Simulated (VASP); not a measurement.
# How uniaxial stress along [111] changes BN (F-43m)

Wanted: the response of BN to uniaxial stress along [111], as a table, with a fit that predicts a row left out.

Calculated with VASP 6.6.1; LDA; plane waves and PAW (B, N), in the first sound run; inputs show where later runs differ.

## Step 1: The structure

It takes space group F-43m (No. 216, cubic). The conventional cell has a = 3.616 Å, b = 3.616 Å, c = 3.616 Å, α = 90.00°, β = 90.00°, γ = 90.00°. Nearest to B lie 4 N at 1.57 Å. N has 4 B at 1.57 Å nearest. Farther neighbours and most contacts between anions are not listed.

## Step 2: Relax the crystal, LDA

The series starts from the cell that this level prefers, so that zero strain is near zero stress.

This step took 2 runs in a row; the last is shown.

Level: LDA; plane waves and PAW (B, N).

File INCAR:

```
SYSTEM = BN
PREC = Accurate
ENCUT = 600
EDIFF = 1E-07
NELM = 120
ISMEAR = 0
SIGMA = 0.02
LREAL = .FALSE.
ALGO = Normal
GGA = CA
NBANDS = 10
LASPH = .TRUE.
LORBIT = 11
LWAVE = .FALSE.
LCHARG = .FALSE.
KPAR = 12
IBRION = 2
NSW = 40
ISIF = 3
EDIFFG = -0.005
POTIM = 0.4
```

File POSCAR:

```
BN
1.0
    0.0000000000      1.7913124886      1.7913124886
    1.7913124886      0.0000000000      1.7913124886
    1.7913124886      1.7913124886      0.0000000000
B N
1 1
Direct
    0.0000000000      0.0000000000      0.0000000000
    0.2500000000      0.2500000000      0.2500000000
```

File KPOINTS:

```
Automatic mesh
0
Gamma
14 14 14
0 0 0
```

PAW data sets: B and N (LDA family, release 64).

Started as:

```sh
mpirun -np 12 vasp_std
```

What it wrote:

```text
[banner, memory and clock lines left out]
running   12 mpi-ranks, on    1 nodes
[...]
|                                                                             |
|           W    W    AA    RRRRR   N    N  II  N    N   GGGG   !!!           |
|           W    W   A  A   R    R  NN   N  II  NN   N  G    G  !!!           |
|           W    W  A    A  R    R  N N  N  II  N N  N  G       !!!           |
|           W WW W  AAAAAA  RRRRR   N  N N  II  N  N N  G  GGG   !            |
|           WW  WW  A    A  R   R   N   NN  II  N   NN  G    G                |
|           W    W  A    A  R    R  N    N  II  N    N   GGGG   !!!           |
|                                                                             |
|     For optimal performance we recommend to set                             |
|       NCORE = 2 up to number-of-cores-per-socket                            |
|     NCORE specifies how many cores store one orbital (NPAR=cpu/NCORE).      |
|     This setting can greatly improve the performance of VASP for DFT.       |
[...]
|     Unfortunately you need to use the default for GW and RPA                |
|     calculations (for HF NCORE is supported but not extensively tested      |
|     yet).                                                                   |
|                                                                             |

 LDA part: xc-table for (Slater(with rela. corr.)+CA(PZ))
 , standard interpolation
 POSCAR, INCAR and KPOINTS ok, starting setup
[...]
entering main loop
       N       E                     dE             d eps       ncg     rms          rms(c)
DAV:   1     0.109638735813E+02    0.10964E+02   -0.55379E+03  2114   0.887E+02
DAV:   2    -0.201365324263E+02   -0.31100E+02   -0.30342E+02  2490   0.172E+02
DAV:   3    -0.205964892827E+02   -0.45996E+00   -0.45904E+00  2446   0.185E+01
DAV:   4    -0.205971144821E+02   -0.62520E-03   -0.62518E-03  2254   0.767E-01
[...]
DAV:  10    -0.194164105011E+02    0.15730E-04   -0.44267E-05  2334   0.673E-02    0.138E-02
DAV:  11    -0.194164109778E+02   -0.47673E-06   -0.17733E-06  2318   0.968E-03    0.613E-03
DAV:  12    -0.194164109081E+02    0.69730E-07   -0.50014E-07  2238   0.445E-03
   1 F= -.19416411E+02 E0= -.19416411E+02  d E =-.194164E+02
[...]
reached required accuracy - stopping structural energy minimisation
```

Wall time 3.2 s (12 MPI ranks of Intel Xeon Platinum 8375C at 2.90GHz (Ice Lake), shared host); peak memory 1.4 GiB.

Lines that name or quote the potential files are left out of all logs, and their timing lines are given in words.

OUTCAR, selected parts (step 2):

```text
  Total        0.0020121      0.0020121      0.0020121      0.0000000      0.0000000      0.0000000
  in kB        0.2804314      0.2804314      0.2804314      0.0000000      0.0000000      0.0000000
  external PRESSURE =       0.2804314 kB  Pullay stress =       0.0000000 kB

 POSITION                                       TOTAL-FORCE (eV/Angst)
 -----------------------------------------------------------------------------------
      0.00000      0.00000      0.00000        -0.000000      0.000000      0.000000
      0.89566      0.89566      0.89566         0.000000     -0.000000     -0.000000
 -----------------------------------------------------------------------------------
    total drift:                               -0.000000     -0.000000     -0.000000

  FREE ENERGIE OF THE ION-ELECTRON SYSTEM (eV)
  ---------------------------------------------------
  free  energy   TOTEN  =       -19.4164109081 eV

  energy  without entropy=      -19.4164109081  energy(sigma->0) =      -19.41641091

 reached required accuracy - stopping structural energy minimisation

[... 3 further parts left out ...]
[key lines of the parts left out:]
E-fermi :   7.8891
```

This run gave:

* energy(sigma→0) of the program: -19.4164 eV
* stress, compression positive: 0.03 along [111], 0.03 across it (mean), GPa
* volume: 11.496 Å³
* ionic steps: 1

## Step 3: Strain across the axis, LDA

One member in full: the axis is strained by -0.5 %, and the two directions across it are strained alike until their mean stress is under 0.012 GPa or five steps are spent.

This step took 3 runs, each at a new trial strain with the atoms of the one before; the last is shown.

Level: LDA; plane waves and PAW (B, N); cell typed or built by script.

Edit INCAR of step 2 so:

```diff
@@ -15,7 +15,7 @@
 LCHARG = .FALSE.
-KPAR = 12
-IBRION = 2
-NSW = 40
-ISIF = 3
-EDIFFG = -0.005
-POTIM = 0.4
+KPAR = 3
+IBRION = 1
+NSW = 25
+ISIF = 2
+EDIFFG = -0.004
+POTIM = 0.3
```

File POSCAR:

```
BN
1.0
   -0.0064699320      1.7855908920      1.7855908920
    1.7855908920     -0.0064699320      1.7855908920
    1.7855908920      1.7855908920     -0.0064699320
B N
1 1
Direct
    0.9999309657      0.9999309657      0.9999309657
    0.2500690343      0.2500690343      0.2500690343
```

KPOINTS is that of step 2.

Started as:

```sh
mpirun -np 3 vasp_std
```

What it wrote:

```text
[banner, memory and clock lines left out]
running    3 mpi-ranks, on    1 nodes
[...]
LDA part: xc-table for (Slater(with rela. corr.)+CA(PZ))
 , standard interpolation
 POSCAR, INCAR and KPOINTS ok, starting setup
[...]
entering main loop
       N       E                     dE             d eps       ncg     rms          rms(c)
DAV:   1     0.108660544943E+02    0.10866E+02   -0.56054E+03  5848   0.891E+02
DAV:   2    -0.200825211557E+02   -0.30949E+02   -0.30220E+02  6884   0.170E+02
DAV:   3    -0.206035281839E+02   -0.52101E+00   -0.51976E+00  6700   0.191E+01
DAV:   4    -0.206042695800E+02   -0.74140E-03   -0.74137E-03  6276   0.830E-01
[...]
DAV:  10    -0.194153324656E+02    0.15716E-04   -0.44053E-05  6540   0.672E-02    0.138E-02
DAV:  11    -0.194153329373E+02   -0.47173E-06   -0.17631E-06  6424   0.968E-03    0.614E-03
DAV:  12    -0.194153328686E+02    0.68637E-07   -0.49246E-07  6160   0.443E-03
   1 F= -.19415333E+02 E0= -.19415333E+02  d E =-.194153E+02
 BRION: g(F)=  0.157E-06 g(S)=  0.000E+00
 reached required accuracy - stopping structural energy minimisation
```

It took 14 s on 3 MPI ranks; peak memory 0.42 GiB.

Parts of OUTCAR (step 3):

```text
  Total        0.1241033      0.1241033      0.1241033      0.1241076      0.1241076      0.1241076
  in kB       17.3685723     17.3685723     17.3685723     17.3691632     17.3691632     17.3691632
  external PRESSURE =      17.3685723 kB  Pullay stress =       0.0000000 kB

 POSITION                                       TOTAL-FORCE (eV/Angst)
 -----------------------------------------------------------------------------------
      3.56447      3.56447      3.56447         0.000951      0.000951      0.000951
      0.89142      0.89142      0.89142        -0.000951     -0.000951     -0.000951
 -----------------------------------------------------------------------------------
    total drift:                                0.000011      0.000011      0.000011

  FREE ENERGIE OF THE ION-ELECTRON SYSTEM (eV)
  ---------------------------------------------------
  free  energy   TOTEN  =       -19.4153328686 eV

  energy  without entropy=      -19.4153328686  energy(sigma->0) =      -19.41533287

[... 1 part as in an earlier step ...]

[... 3 further parts left out ...]
[key lines of the parts left out:]
E-fermi :   7.9371
```

This run gave:

| Property | Result |
| --- | --- |
| energy(sigma→0) of the program | -19.4153 eV |
| stress, compression positive | 5.21 along [111], 0.00 across it (mean), GPa |
| ionic steps | 1 |

## Step 4: Band edges, TB-mBJ with spin-orbit coupling

Short lines in KPOINTS_OPT sample the zone centre along and across the axis, for masses, and the other valleys.

Level: TB-mBJ, spin-orbit coupling; plane waves and PAW (B, N); cell typed or built by script.

TB-mBJ has no energy functional, so the total energy, stress and pressure in this output mean nothing.

File INCAR:

```
SYSTEM = BN
PREC = Accurate
ENCUT = 600
EDIFF = 1E-06
NELM = 150
ISMEAR = 0
SIGMA = 0.02
LREAL = .FALSE.
ALGO = Normal
METAGGA = MBJ
LASPH = .TRUE.
LNONCOLLINEAR = .TRUE.
MAGMOM = 0 0 0 0 0 0
NBANDS = 18
GGA_COMPAT = .FALSE.
LSORBIT = .TRUE.
LWAVE = .FALSE.
LCHARG = .FALSE.
KPAR = 3
```

POSCAR is that of step 3.

File KPOINTS:

```
Automatic mesh
0
Gamma
11 11 11
0 0 0
```

File KPOINTS_OPT:

```
Line mode
6
Line-mode
Reciprocal
  0.00000000   0.00000000   0.00000000
  0.01637774   0.01637774   0.01637774

  0.00000000   0.00000000   0.00000000
 -0.01008388   0.01008388  -0.00000000

  0.31000000   0.31000000   0.00000000
  0.50000000   0.50000000   0.00000000

  0.00000000   0.31000000   0.31000000
  0.00000000   0.50000000   0.50000000

  0.45000000   0.45000000   0.45000000
  0.50000000   0.50000000   0.50000000

  0.45000000   0.00000000   0.00000000
  0.50000000   0.00000000   0.00000000

  0.42500000   0.42500000   0.00000000
  0.42494851   0.43920928   0.01420928

  0.50000000   0.50000000   0.50000000
  0.48991612   0.51008388   0.50000000
```

Started as:

```sh
mpirun -np 3 vasp_ncl
```

What it wrote:

```text
[banner, memory and clock lines left out]
running    3 mpi-ranks, on    1 nodes
[...]
|                                                                             |
|               ----> ADVICE to this user running VASP <----                  |
|                                                                             |
|     You enforced a specific xc type in the INCAR file but a different       |
|     [... a line on the potential file left out ...]
|     I HOPE YOU KNOW WHAT YOU ARE DOING!                                     |
|                                                                             |

 LDA part: xc-table for (None), standard interpolation
 POSCAR, INCAR and KPOINTS ok, starting setup
[...]
entering main loop
       N       E                     dE             d eps       ncg     rms          rms(c)
DAV:   1     0.200121417401E+02    0.20012E+02   -0.46558E+03 10296   0.996E+02
DAV:   2    -0.201444092593E+02   -0.40157E+02   -0.37627E+02 13976   0.221E+02
DAV:   3    -0.213344023221E+02   -0.11900E+01   -0.11816E+01 11776   0.324E+01
DAV:   4    -0.213370634506E+02   -0.26611E-02   -0.26605E-02 11024   0.176E+00
[...]
DAV:  31    -0.187256206478E+02   -0.11377E-04   -0.46075E-11  5232   0.786E-05    0.256E-05
DAV:  32    -0.187256124890E+02    0.81588E-05   -0.10631E-11  5232   0.387E-05    0.157E-05
DAV:  33    -0.187256130964E+02   -0.60740E-06   -0.28086E-12  5232   0.242E-05
   1 F= -.18725613E+02 E0= -.18725613E+02  d E =-.533014E-46  mag=     0.0000     0.0000     0.0000
 Start KPOINTS_OPT (optional k-point list driver)
k-point batch [1-48\48]
       N       E                     dE             ncg
DAV:   1     0.247184215864E+04   -0.11747E+05     1736
DAV:   2     0.365037144185E+03   -0.21068E+04     2394
DAV:   3     0.310174014331E+03   -0.54863E+02     1942
DAV:   4     0.310080446265E+03   -0.93568E-01     1930
DAV:   5     0.310080292544E+03   -0.15372E-03     1910
DAV:   6     0.310080292202E+03   -0.34126E-06     1550
```

Wall time 3.2 min (3 MPI ranks); peak memory 0.9 GiB; 9.7 min of CPU time.

Parts of OUTCAR (step 4):

```text
  LATTYP: Found a trigonal (rhomboedric) cell.
 ALAT       =     2.5252151447
 COS(alpha) =     0.4963733292

 Subroutine GETGRP returns: Found  6 space group operations
 (whereof  6 operations were pure point group operations)

The static configuration has the point symmetry C_3v.

 Found    286 irreducible k-points:

   k-points           NKPTS =    286   k-points in BZ     NKDIM =    286   number of bands    NBANDS=     18

   dimension x,y,z NGX =    20 NGY =   20 NGZ =   20
   dimension x,y,z NGXF=    40 NGYF=   40 NGZF=   40

   ENCUT  =  600.0 eV  44.10 Ry    6.64 a.u.   5.04  5.04  5.04*2*pi/ulx,y,z

   NELECT =       8.0000    total number of electrons

 E-fermi :   8.0947

 k-point     1 :       0.0000    0.0000    0.0000
  band No.  band energies     occupation
    ...
      4       7.8549      1.00000
      5       7.8700      1.00000
      6       7.8700      1.00000
      7       7.8999      1.00000
      8       7.8999      1.00000
      9      18.2500      0.00000
     10      18.2500      0.00000
     11      18.2549      0.00000
     12      18.2549      0.00000
     13      18.3804      0.00000
    ...

 k-point     2 :       0.0909    0.0000   -0.0000
  band No.  band energies     occupation
    ...
      4       6.8134      1.00000
      5       7.6640      1.00000
      6       7.6640      1.00000
      7       7.6949      1.00000
      8       7.6950      1.00000
      9      18.4769      0.00000
     10      18.4780      0.00000
     11      18.5880      0.00000
     12      18.5880      0.00000
     13      18.7213      0.00000
    ...

  Total       -5.1589784     -5.1589784     -5.1589784      0.1166296      0.1166296      0.1166296
  in kB     -722.0119281   -722.0119281   -722.0119281     16.3226046     16.3226046     16.3226046
  external PRESSURE =    -722.0119281 kB  Pullay stress =       0.0000000 kB

 POSITION                                       TOTAL-FORCE (eV/Angst)
 -----------------------------------------------------------------------------------
      3.56447      3.56447      3.56447         0.043203      0.043203      0.043203
      0.89142      0.89142      0.89142        -0.043203     -0.043203     -0.043203
 -----------------------------------------------------------------------------------
    total drift:                                0.079487      0.079487      0.079487

  FREE ENERGIE OF THE ION-ELECTRON SYSTEM (eV)
  ---------------------------------------------------
  free  energy   TOTEN  =       -18.7256130964 eV

  energy  without entropy=      -18.7256130964  energy(sigma->0) =      -18.72561310

 Spin-Orbit-Coupling matrix elements
 Ion:    1  E_soc:     -0.0000029
 Ion:    2  E_soc:     -0.0000391

[... 1 part as in an earlier step ...]

[... 7 further parts left out ...]
```

## Step 5: Band edges, r2SCAN with spin-orbit coupling

Short lines in KPOINTS_OPT sample the zone centre along and across the axis, for masses, and the other valleys.

Level: r2SCAN, spin-orbit coupling; plane waves and PAW (B, N); cell typed or built by script.

Edit INCAR of step 4 so:

```diff
@@ -4,3 +4,3 @@
 EDIFF = 1E-06
-NELM = 150
+NELM = 100
 ISMEAR = 0
@@ -9,3 +9,3 @@
 ALGO = Normal
-METAGGA = MBJ
+METAGGA = R2SCAN
 LASPH = .TRUE.
```

POSCAR is that of step 4.

KPOINTS is that of step 4.

KPOINTS_OPT is that of step 4.

Started as:

```sh
mpirun -np 3 vasp_ncl
```

What it wrote:

```text
[banner, memory and clock lines left out]
running    3 mpi-ranks, on    1 nodes
[...]
[... a notice as in an earlier step ...]

 LDA part: xc-table for (None), standard interpolation
 POSCAR, INCAR and KPOINTS ok, starting setup
[...]
entering main loop
       N       E                     dE             d eps       ncg     rms          rms(c)
DAV:   1     0.184655373085E+01    0.18466E+01   -0.47306E+03 10296   0.101E+03
DAV:   2    -0.393337223602E+02   -0.41180E+02   -0.38576E+02 13992   0.228E+02
DAV:   3    -0.405415387745E+02   -0.12078E+01   -0.11989E+01 11890   0.329E+01
DAV:   4    -0.405443146682E+02   -0.27759E-02   -0.27753E-02 11046   0.183E+00
[...]
DAV:  10    -0.372495694642E+02   -0.10280E-03   -0.33483E-04 10772   0.205E-01    0.475E-02
DAV:  11    -0.372495606227E+02    0.88415E-05   -0.25262E-05 10734   0.771E-02    0.858E-03
DAV:  12    -0.372495610836E+02   -0.46090E-06   -0.28362E-06 11008   0.197E-02
   1 F= -.37249561E+02 E0= -.37249561E+02  d E =-.254717E-57  mag=     0.0000     0.0000    -0.0000
 Start KPOINTS_OPT (optional k-point list driver)
k-point batch [1-48\48]
       N       E                     dE             ncg
DAV:   1     0.235690503120E+04   -0.11862E+05     1736
DAV:   2     0.239388082635E+03   -0.21175E+04     2388
DAV:   3     0.182454732934E+03   -0.56933E+02     1928
DAV:   4     0.182359874177E+03   -0.94859E-01     1924
DAV:   5     0.182359747502E+03   -0.12668E-03     1870
DAV:   6     0.182359747277E+03   -0.22478E-06     1528
```

Elapsed: 5 min, on 3 MPI ranks; peak memory 0.9 GiB; 15 min of CPU time.

(Part 1 of 2 ends here.)

[Lines on the potential files, build, host, timing and source positions are cut from VASP's logs without a mark.]

[Logs are printed without paths, hosts, clocks, repeated set-up lines and the standing remarks that a program may print on its own settings, such as how far it seeks lower states.]

[Hosts, paths, dates, database ids (printed as entryN), source tags and the programs' standing remarks are cut or masked in the printed files.]

[In band tables of VASP the shares of atoms and orbitals are scaled to a sum of 1 inside the atoms' spheres.]
